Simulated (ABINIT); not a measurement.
# CdTe (F-43m) in ABINIT: single point with PBEsol

Aim: the single point of CdTe with PBEsol.

Program: ABINIT 10.8.3 (patched build). These are calculated values, not measurements. Logs are shortened: lines on timing, memory, paths and dates and some standing lists are left out, and cuts for length are marked. The log counts tension as positive stress, the text compression.

**Experimental background.**

From a printed reference work, data compilation, for a bulk crystal of CdTe at 0 K: band gap 1.607 eV.

The results are compared with them further down.

### Step 1. The structure

The structure is cubic, space group F-43m (No. 216). The conventional cell has a = 6.410 Å, b = 6.410 Å, c = 6.410 Å, α = 90.00°, β = 90.00°, γ = 90.00°. Te (site symmetry -43m) is surrounded by 4 Cd at 2.78 Å. Around Cd (site symmetry -43m) lie 4 Te at 2.78 Å.

### Step 2. Single point, PBEsol

run.abi

```
pp_dirpath "./"
pseudos "Te.upf, Cd.upf"

acell 3*1.0 Angstrom
rprim
     0.0000000000     3.2050000000     3.2050000000
     3.2050000000     0.0000000000     3.2050000000
     3.2050000000     3.2050000000     0.0000000000
ntypat 2
znucl 52 48
natom 2
typat 1 2
xred
     0.7500000000     0.7500000000     0.7500000000
     0.0000000000     0.0000000000     0.0000000000

ecut 51.0

kptopt 1
ngkpt 5 5 5
nshiftk 1
shiftk 0.0 0.0 0.0

ixc -116133

nband 22
occopt 3
tsmear 0.05 eV

nstep 100
tolvrs 1.0e-10

iomode 3
prtwf 0
prteig 0
prtebands 0
prtden 1
prtvha 1
prtvclmb 1
prtpot 1
prtelf 1
```

Potentials or basis: PseudoDojo NC SR PBEsol v0.4.1 standard.

On the command line:

```bash
$ mpirun --bind-to none -np 4 abinit run.abi > log 2>&1
```

run.abo:

```text
.Version 10.8.3 of ABINIT
 Symmetries : space group F-4 3 m (#216); Bravais cF (face-center cubic)
================================================================================
 Values of the parameters that define the memory need of the present run
     intxc =       0    ionmov =       0      iscf =       7    lmnmax =       6
     lnmax =       6     mgfft =      60  mpssoang =       3    mqgrid =    3001
     natom =       2  nloc_mem =       1    nspden =       1   nspinor =       1
    nsppol =       1      nsym =      24    n1xccc =    2501    ntypat =       2
    occopt =       3   xclevel =       2
       mpw =        7748          nfft =      216000          nkpt =          10
================================================================================
================================================================================

--------------------------------------------------------------------------------
------------- Echo of variables that govern the present computation ------------
--------------------------------------------------------------------------------
 -outvars: echo values of preprocessed input variables --------
            acell      1.8897261259E+00  1.8897261259E+00  1.8897261259E+00 Bohr
              amu      1.27600000E+02  1.12411000E+02
             ecut      5.10000000E+01 Hartree
              ixc     -116133
         kptrlatt        5    0    0      0    5    0      0    0    5
          kptrlen      4.28264330E+01
            natom           2
            nband          22
            ngfft          60      60      60
             nkpt          10
            nstep         100
             nsym          24
           ntypat           2
           occopt           3
        prtebands           0
           prteig           0
           prtelf           1
           prtpot           1
         prtvclmb           1
           prtvha           1
            prtwf           0
            rprim      0.0000000000E+00  3.2050000000E+00  3.2050000000E+00
                       3.2050000000E+00  0.0000000000E+00  3.2050000000E+00
                       3.2050000000E+00  3.2050000000E+00  0.0000000000E+00
          spgroup         216
           tolvrs      1.00000000E-10
           tsmear      1.83746611E-03 Hartree
            typat      1  2
           xangst      4.8075000000E+00  4.8075000000E+00  4.8075000000E+00
                       0.0000000000E+00  0.0000000000E+00  0.0000000000E+00
            xcart      9.0848583503E+00  9.0848583503E+00  9.0848583503E+00
                       0.0000000000E+00  0.0000000000E+00  0.0000000000E+00
             xred      7.5000000000E-01  7.5000000000E-01  7.5000000000E-01
                       0.0000000000E+00  0.0000000000E+00  0.0000000000E+00
            znucl       52.00000   48.00000

================================================================================

 chkinp: Checking input parameters for consistency.

================================================================================
== DATASET  1 ==================================================================

--- !DatasetInfo
iteration_state: {dtset: 1, }
dimensions: {natom: 2, nkpt: 10, mband: 22, nsppol: 1, nspinor: 1, nspden: 1, mpw: 7748, }
cutoff_energies: {ecut:  51.0, pawecutdg:  -1.0, }
electrons: {nelect:   3.60000000E+01, charge:   0.00000000E+00, occopt:   3.00000000E+00, tsmear:   1.83746611E-03, }
meta: {optdriver: 0, ionmov: 0, optcell: 0, iscf: 7, paral_kgb: 0, }
...

 Real(R)+Recip(G) space primitive vectors, cartesian coordinates (Bohr,Bohr^-1):
 R(1)=  0.0000000  6.0565722  6.0565722  G(1)= -0.0825549  0.0825549  0.0825549
 R(2)=  6.0565722  0.0000000  6.0565722  G(2)=  0.0825549 -0.0825549  0.0825549
 R(3)=  6.0565722  6.0565722  0.0000000  G(3)=  0.0825549  0.0825549 -0.0825549
 Unit cell volume ucvol=  4.4433518E+02 bohr^3
 Angles (23,13,12)=  6.00000000E+01  6.00000000E+01  6.00000000E+01 degrees

 getcut: wavevector=  0.0000  0.0000  0.0000  ngfft=  60  60  60
         ecut(hartree)=     51.000   => boxcut(ratio)=   2.17901

--- Pseudopotential description ------------------------------------------------
- pspini: atom type   1  psp file is ./Te.upf
12 -116133 2 -1 1294                          pspcod,pspxc,lmax,lloc,mmax
     nproj     2     2     2

- pspini: atom type   2  psp file is ./Cd.upf
12 -116133 2 -1 1368                          pspcod,pspxc,lmax,lloc,mmax
     nproj     2     2     2

   2.16338706E+03                                ecore*ucvol(ha*bohr**3)
--------------------------------------------------------------------------------

================================================================================

--- !BeginCycle
iteration_state: {dtset: 1, }
solver: {iscf: 7, nstep: 100, nline: 4, wfoptalg: 0, }
tolerances: {tolvrs: 1.00E-10, }
...

     iter   Etot(hartree)      deltaE(h)  residm     vres2
 ETOT  1  -274.37862010838    -2.744E+02 6.329E+00 1.973E+04
 ETOT  2  -277.56206394007    -3.183E+00 1.203E-01 3.059E+04
 ETOT  3  -279.56209922102    -2.000E+00 1.512E-02 5.079E+03
 ETOT  4  -279.78574273788    -2.236E-01 3.352E-03 1.868E+03
 ETOT  5  -279.87210001478    -8.636E-02 1.859E-03 6.142E+02
 ETOT  6  -279.90603930059    -3.394E-02 3.692E-03 1.134E+02
 ETOT  7  -279.91407115996    -8.032E-03 4.012E-03 2.513E-01
 ETOT  8  -279.91408369591    -1.254E-05 4.187E-04 2.896E-01
 ETOT  9  -279.91409798016    -1.428E-05 4.067E-03 1.025E-01
 ETOT 10  -279.91410536156    -7.381E-06 3.712E-04 1.482E-04
 ETOT 11  -279.91410538239    -2.083E-08 4.627E-03 1.827E-05
 ETOT 12  -279.91410538366    -1.268E-09 4.360E-04 4.133E-07
 ETOT 13  -279.91410538370    -3.871E-11 2.420E-03 8.218E-08
 ETOT 14  -279.91410538372    -2.592E-11 3.766E-04 2.547E-09
 ETOT 15  -279.91410538370     2.564E-11 1.439E-03 5.768E-11

 At SCF step   15       vres2   =  5.77E-11 < tolvrs=  1.00E-10 =>converged.

 Compute ELF
--------------------------------------------------------------------------------

 Compute kinetic energy density

 Compute gradient of the electron density
 Electron Localization Function (ELF) [min:0;max:1]
)     Maximum=    7.9060E-01  at reduced coord.    0.1167    0.9167    0.9667
)     Minimum=    0.0000E+00  at reduced coord.    0.7500    0.7500    0.7500
   Integrated=    1.2179E+02

--------------------------------------------------------------------------------
 End of ELF section

 Cartesian components of stress tensor (hartree/bohr^3)
  sigma(1 1)= -6.08912486E-05  sigma(3 2)=  0.00000000E+00
  sigma(2 2)= -6.08912486E-05  sigma(3 1)=  0.00000000E+00
  sigma(3 3)= -6.08912486E-05  sigma(2 1)=  0.00000000E+00

--- !ResultsGS
iteration_state: {dtset: 1, }
comment   : Summary of ground state results
lattice_vectors:
- [  0.0000000,   6.0565722,   6.0565722, ]
- [  6.0565722,   0.0000000,   6.0565722, ]
- [  6.0565722,   6.0565722,   0.0000000, ]
lattice_lengths: [   8.56529,    8.56529,    8.56529, ]
lattice_angles: [ 60.000,  60.000,  60.000, ] # degrees, (23, 13, 12)
lattice_volume:   4.4433518E+02
convergence: {deltae:  2.564E-11, res2:  5.768E-11, residm:  1.439E-03, diffor: null, }
etotal    :  -2.79914105E+02
entropy   :   0.00000000E+00
fermie    :   1.73409737E-01
cartesian_stress_tensor: # hartree/bohr^3
- [ -6.08912486E-05,   0.00000000E+00,   0.00000000E+00, ]
- [  0.00000000E+00,  -6.08912486E-05,   0.00000000E+00, ]
- [  0.00000000E+00,   0.00000000E+00,  -6.08912486E-05, ]
pressure_GPa:   1.7915E+00
xred      :
- [  7.5000E-01,   7.5000E-01,   7.5000E-01, Te]
- [  0.0000E+00,   0.0000E+00,   0.0000E+00, Cd]
cartesian_forces: # hartree/bohr
- [  6.94659949E-31,   6.94659949E-31,  -2.08397985E-30, ]
- [ -6.94659949E-31,  -6.94659949E-31,   2.08397985E-30, ]
force_length_stats: {min:   2.30392641E-30, max:   2.30392641E-30, mean:   2.30392641E-30, }
...

 Integrated electronic density in atomic spheres:
 ------------------------------------------------
 Atom  Sphere_radius  Integrated_density
    1        2.00000         11.96861307
    2        2.00000         17.16275975
================================================================================

 ----iterations are completed or convergence reached----

 Mean square residual over all n,k,spin=   65.435E-07; max=  14.390E-04
 reduced coordinates (array xred) for    2 atoms
       0.750000000000      0.750000000000      0.750000000000
       0.000000000000      0.000000000000      0.000000000000
 rms dE/dt=  1.1900E-29; max dE/dt=  1.6829E-29; dE/dt below (all hartree)
    1       0.000000000000      0.000000000000      0.000000000000
    2      -0.000000000000     -0.000000000000      0.000000000000

 cartesian coordinates (angstrom) at end:
    1      4.80750000000000     4.80750000000000     4.80750000000000
    2      0.00000000000000     0.00000000000000     0.00000000000000

 cartesian forces (hartree/bohr) at end:
    1      0.00000000000000     0.00000000000000    -0.00000000000000
    2     -0.00000000000000    -0.00000000000000     0.00000000000000
 frms,max,avg= 1.3301725E-30 2.0839798E-30   0.000E+00  0.000E+00  0.000E+00 h/b

 cartesian forces (eV/Angstrom) at end:
    1      0.00000000000000     0.00000000000000    -0.00000000000000
    2     -0.00000000000000    -0.00000000000000     0.00000000000000
 frms,max,avg= 6.8400222E-29 1.0716255E-28   0.000E+00  0.000E+00  0.000E+00 e/A
 length scales=  1.889726125908  1.889726125908  1.889726125908 bohr
              =  1.000000000000  1.000000000000  1.000000000000 angstroms
 Fermi (or HOMO) energy (hartree) =   0.17341   Average Vxc (hartree)=  -0.34468
 Eigenvalues (hartree) for nkpt=  10  k points:
 kpt#   1, nband= 22, wtk=  0.00800, kpt=  0.0000  0.0000  0.0000 (reduced coord)
  -3.59438   -2.16445   -2.16445   -2.16445   -1.16792   -1.16792   -1.16792   -1.16758
  -1.16758   -0.26078   -0.14915   -0.14915   -0.14915   -0.13851   -0.13851    0.15858
   0.15858    0.15858    0.18621    0.32554    0.32554    0.32554
      occupation numbers for kpt#   1
   2.00000    2.00000    2.00000    2.00000    2.00000    2.00000    2.00000    2.00000
   2.00000    2.00000    2.00000    2.00000    2.00000    2.00000    2.00000    1.99938
   1.99938    1.99938    0.00189    0.00000    0.00000    0.00000
 prteigrs : prtvol=0 or 1, do not print more k-points.

--- !EnergyTerms
iteration_state     : {dtset: 1, }
comment             : Components of total free energy in Hartree
kinetic             :  1.18254968075989E+02
hartree             :  9.37536223187641E+01
xc                  : -4.84515581970465E+01
Ewald energy        : -1.45334209090324E+02
psp_core            :  4.86881786685862E+00
local_psp           : -2.77477599205827E+02
non_local_psp       : -2.55281466784672E+01
internal            : -2.79914104910053E+02
'-kT*entropy'       : -4.73645457357712E-07
total_energy        : -2.79914105383698E+02
total_energy_eV     : -7.61685083729404E+03
band_energy         : -3.32945491263570E+01
...

 Cartesian components of stress tensor (hartree/bohr^3)
  sigma(1 1)= -6.08912486E-05  sigma(3 2)=  0.00000000E+00
  sigma(2 2)= -6.08912486E-05  sigma(3 1)=  0.00000000E+00
  sigma(3 3)= -6.08912486E-05  sigma(2 1)=  0.00000000E+00

-Cartesian components of stress tensor (GPa)         [Pressure=  1.7915E+00 GPa]
- sigma(1 1)= -1.79148239E+00  sigma(3 2)=  0.00000000E+00
- sigma(2 2)= -1.79148239E+00  sigma(3 1)=  0.00000000E+00
- sigma(3 3)= -1.79148239E+00  sigma(2 1)=  0.00000000E+00

== END DATASET(S) ==============================================================
================================================================================

 -outvars: echo values of variables after computation  --------
            acell      1.8897261259E+00  1.8897261259E+00  1.8897261259E+00 Bohr
           etotal     -2.7991410538E+02
            fcart      6.9465994938E-31  6.9465994938E-31 -2.0839798481E-30
                      -6.9465994938E-31 -6.9465994938E-31  2.0839798481E-30
            rprim      0.0000000000E+00  3.2050000000E+00  3.2050000000E+00
                       3.2050000000E+00  0.0000000000E+00  3.2050000000E+00
                       3.2050000000E+00  3.2050000000E+00  0.0000000000E+00
           strten     -6.0891248635E-05 -6.0891248635E-05 -6.0891248635E-05
                       0.0000000000E+00  0.0000000000E+00  0.0000000000E+00
           xangst      4.8075000000E+00  4.8075000000E+00  4.8075000000E+00
                       0.0000000000E+00  0.0000000000E+00  0.0000000000E+00
             xred      7.5000000000E-01  7.5000000000E-01  7.5000000000E-01
                       0.0000000000E+00  0.0000000000E+00  0.0000000000E+00
 Calculation completed.
```

Run time: 33 s. Hardware: 4 MPI ranks of Arm Neoverse V1, shared host; peak memory 0.52 GiB.

What came out:

```
Free energy                                           : -7616.8508 eV
Pressure                                              : 1.8 GPa
Band gap on the k mesh                                : 0.75 eV, direct
Valence electrons inside the program's atomic spheres : Te 11.97; Cd 17.16
```

Caveat: spin-orbit coupling is left out, which moves the levels of the heavy elements.

### Step 3. Comparison with measurements

Step 2. Against the measured gap of CdTe, 1.607 eV (0 K; a printed reference work, data compilation), the calculated 0.75 eV is off by -0.86 eV. Spin-orbit coupling on Cd, Te is left out. The value is that of PBEsol, without temperature or zero-point motion. Semilocal functionals fall short of measured gaps as a rule.
